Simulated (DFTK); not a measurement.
# MgS (Niningerite) (Fm-3m) in DFTK: tuning threads

Aim: find the choice of threads that runs MgS (Niningerite) fastest, at PBE. This setting moves, with any that are tied to it; all else stays.

Everything below comes from runs of DFTK 0.8.2. Logs are shortened: lines on timing, memory, paths and dates and some standing lists are left out, and cuts for length are marked.

### 1 Starting point

The structure is cubic, space group Fm-3m (No. 225). Conventional cell: a = 5.203 Å, b = 5.203 Å, c = 5.203 Å, α = 90.00°, β = 90.00°, γ = 90.00°. Around S (site symmetry m-3m) lie 6 Mg at 2.60 Å. Mg (site symmetry m-3m) is surrounded by 6 S at 2.60 Å.

### 2 With threads 1

run.jl

```julia
using DFTK
using PseudoPotentialData
using Unitful, UnitfulAtomic
using LinearAlgebra, Printf
include("save.jl")
disable_threading()

# lattice vectors are the columns
lattice = austrip(1u"Å") * [           0.0        2.60165        2.60165;
                  2.60165            0.0        2.60165;
                  2.60165        2.60165            0.0]
symbols   = [:S, :Mg]
positions = [[0.5, 0.5, 0.5],
             [0.0, 0.0, 0.0]]
pseudopotentials = PseudoFamily("dojo.nc.sr.pbe.v0_4_1.standard.upf")
elements = Dict(s => ElementPsp(s, pseudopotentials) for s in unique(symbols))
atoms    = [elements[s] for s in symbols]

build_model(lattice, positions; symmetries=true) =
    model_DFT(lattice, atoms, positions;
              functionals=PBE(),
              temperature=austrip(0.1u"eV"),
              smearing=Smearing.FermiDirac(),
              symmetries)
Ecut  = 42.0  # hartree
kgrid = [6, 6, 6]
tol   = 1e-6
to_GPa = ustrip(uconvert(u"GPa", 1u"hartree/bohr^3"))

model = build_model(lattice, positions)
basis = PlaneWaveBasis(model; Ecut, kgrid)
display(basis)
scfres = self_consistent_field(basis;
                               tol,
                               nbandsalg=AdaptiveBands(model; n_bands_converge=13))
display(scfres.energies)
@printf "Fermi level: %.6f eV\n" ustrip(auconvert(u"eV", something(scfres.εF, NaN)))
forces = compute_forces_cart(scfres)
println("Forces (eV/Å)")
for (s, f) in zip(symbols, forces)
    @printf "%-3s %12.6f %12.6f %12.6f\n" s ustrip.(auconvert.(u"eV/Å", f))...
end
stress = compute_stresses_cart(scfres)
println("Stress (GPa)")
display(round.(stress * to_GPa; digits=4))
println("Levels at the first k-point (eV): ", round.(ustrip.(auconvert.(u"eV", scfres.eigenvalues[1][1:scfres.n_bands_converge])); digits=4))
save_scf!(scfres; forces, stress)
```

Potentials or basis: dojo.nc.sr.pbe.v0_4_1.standard.upf (PBE).

Command:

```
julia --threads=1 run.jl  # save.jl only writes the numbers to a file and isn't shown; printed stress counts tension as positive; times include loading and compiling
```

What it wrote:

```text
PlaneWaveBasis discretization:

    Ecut                 : 42.0 Ha
    fft_size             : (45, 45, 45), 91125 total points
    kgrid                : MonkhorstPack([6, 6, 6])
    num.   red. kpoints  : 216
    num. irred. kpoints  : 16

    Discretized Model(gga_x_pbe+gga_c_pbe, 3D):
        lattice (in Bohr)    : [0         , 4.91641   , 4.91641   ]
                               [4.91641   , 0         , 4.91641   ]
                               [4.91641   , 4.91641   , 0         ]
        unit cell volume     : 237.67 Bohr³

        atoms                : MgS
        pseudopot. family    : PseudoFamily("dojo.nc.sr.pbe.v0_4_1.standard.upf")

        num. electrons       : 16
        spin polarization    : none
        temperature          : 0.0036749 Ha
        smearing             : DFTK.Smearing.FermiDirac()

        terms                : Kinetic()
                               AtomicLocal()
                               AtomicNonlocal()
                               Ewald(nothing)
                               PspCorrection()
                               Hartree()
                               Xc(gga_x_pbe, gga_c_pbe)
                               Entropy()
n     Energy            log10(ΔE)   log10(Δρ)   Diag   Δtime
---   ---------------   ---------   ---------   ----   ------
  1   -70.52178362220                   -0.96    5.7    3.65s
  2   -70.53810624452       -1.79       -1.69    2.0    2.21s
  3   -70.53836762296       -3.58       -2.07    2.7    1.51s
  4   -70.53838249114       -4.83       -2.85    1.4    1.73s
  5   -70.53838349983       -6.00       -3.53    3.1    2.19s
  6   -70.53838351666       -7.77       -4.11    2.2    1.95s
  7   -70.53838351855       -8.72       -5.22    2.3    1.54s
  8   -70.53838351857      -10.60       -5.87    4.0    2.30s
  9   -70.53838351858      -11.97       -6.51    2.5    2.03s
Energy breakdown (in Ha):
    Kinetic             37.8828853
    AtomicLocal         -65.7858867
    AtomicNonlocal      -16.5439579
    Ewald               -38.3567383
    PspCorrection       1.2284057
    Hartree             22.2113891
    Xc                  -11.1744807
    Entropy             -0.0000000

    total               -70.538383518576
Fermi level: 5.670702 eV
Forces (eV/Å)
S       0.000000     0.000000     0.000000
Mg      0.000000     0.000000     0.000000
Stress (GPa)
3×3 StaticArraysCore.SMatrix{3, 3, Float64, 9} with indices SOneTo(3)×SOneTo(3):
 -1.2341  -0.0      0.0
 -0.0     -1.2341   0.0
  0.0      0.0     -1.2341
Levels at the first k-point (eV): [-70.4997, -37.2537, -37.2537, -37.2537, -8.3847, 4.279, 4.279, 4.279, 7.9907, 12.2307, 12.2307, 12.2307, 14.5993]
```

Run time: 46 s. Hardware: 1 thread of Intel Xeon 6975P-C (Granite Rapids), host not shared; peak memory 1.4 GiB.

Results:

- Free energy: -1919.4472 eV
- Pressure: 1.2 GPa
- Band gap on the k mesh: 2.78 eV, indirect (least direct gap 3.71 eV)

### 3 With threads 2

run.jl, as its differences from that of step 2:

```diff
@@ -5,3 +5,3 @@
 include("save.jl")
-disable_threading()
+setup_threading()
```

Potentials or basis: dojo.nc.sr.pbe.v0_4_1.standard.upf (PBE).

Command:

```
julia --threads=2 run.jl  # save.jl only writes the numbers to a file and isn't shown; printed stress counts tension as positive; times include loading and compiling
```

It took 36 s on 2 threads of Intel Xeon 6975P-C (Granite Rapids), host not shared; peak memory 1.6 GiB.

It converged, with:

```yaml
Free_energy: -1919.4472 eV
Pressure: 1.2 GPa
Band_gap_on_the_k_mesh: 2.78 eV, indirect (least direct gap 3.71 eV)
```

### 4 With threads 4

run.jl is that of step 3.

Command:

```
julia --threads=4 run.jl  # save.jl only writes the numbers to a file and isn't shown; printed stress counts tension as positive; times include loading and compiling
```

Wall time 30 s (4 threads of Intel Xeon 6975P-C (Granite Rapids), host not shared); peak memory 1.6 GiB.

The run converged. Its results:

```yaml
Free_energy: -1919.4472 eV
Pressure: 1.2 GPa
Band_gap_on_the_k_mesh: 2.78 eV, indirect (least direct gap 3.71 eV)
```

### 5 With threads 8

run.jl is that of step 4.

Command:

```
julia --threads=8 run.jl  # save.jl only writes the numbers to a file and isn't shown; printed stress counts tension as positive; times include loading and compiling
```

Run time: 28 s. Hardware: 8 threads of Intel Xeon 6975P-C (Granite Rapids), host not shared; peak memory 1.6 GiB.

The run converged. Its results:

```
Free energy            : -1919.4472 eV
Pressure               : 1.2 GPa
Band gap on the k mesh : 2.78 eV, indirect (least direct gap 3.71 eV)
```

### 6 With threads 16

run.jl is that of step 5.

Potentials or basis: dojo.nc.sr.pbe.v0_4_1.standard.upf (PBE).

Command:

```
julia --threads=16 run.jl  # save.jl only writes the numbers to a file and isn't shown; printed stress counts tension as positive; times include loading and compiling
```

Run time: 27 s. Hardware: 16 threads of Intel Xeon 6975P-C (Granite Rapids), host not shared; peak memory 1.6 GiB.

It converged, with:

| Item | Value |
| --- | --- |
| Free energy | -1919.4472 eV |
| Pressure | 1.2 GPa |
| Band gap on the k mesh | 2.78 eV, indirect (least direct gap 3.71 eV) |

### 7 Result

```tsv
threads	energy less the last converged row (meV/atom)	SCF cycles	wall time (s)	peak memory (GiB)
1	0.00	9	46	1.4
2	0.00	9	36	1.6
4	0.00	9	30	1.6
8	0.00	9	28	1.6
16	0.00	9	27	1.6
```

Fastest here: 16 (27 s), level within noise with 4, 8; slowest of those that converged: 1 (46 s). These are single runs, one after another on one machine, so differences under about a fifth mean little.
